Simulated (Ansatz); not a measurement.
## Li: changes ranked by their effect on the pressure

```xyz
1
Lattice="0.0000 2.2020 2.2020 2.2020 0.0000 2.2020 2.2020 2.2020 0.0000" Properties=species:S:1:pos:R:3 pbc="T T T"
Li    0.0000    0.0000    0.0000
```

The cell is COD entry 9008473, as deposited and not checked against the literature; nothing was relaxed.

These are results of DFT, PBE, all-electron LAPW, scalar-relativistic (Ansatz 0.2.0), not measurements.

Numerical set-up: a Γ-centred 16×16×16 k mesh, Fermi–Dirac smearing of 0.05 eV, basis error target 0.5 meV/atom, no spin polarisation.

In this reference run the pressure is -0.7 GPa (positive in compression). Each change below is made alone, on the same k mesh, with fractional coordinates held unless an atom is moved; x, y and z are the Cartesian axes.

Question: One change shifts the pressure by +0.3 GPa. Which?
A. x and y strained by +2 %, z held
B. no relativity
C. volume scaled by 0.975
D. functional lda

Answer: C. The others give: no relativity, 0.0 GPa; functional lda, -0.8 GPa; x and y strained by +2 %, z held, -0.4 GPa.
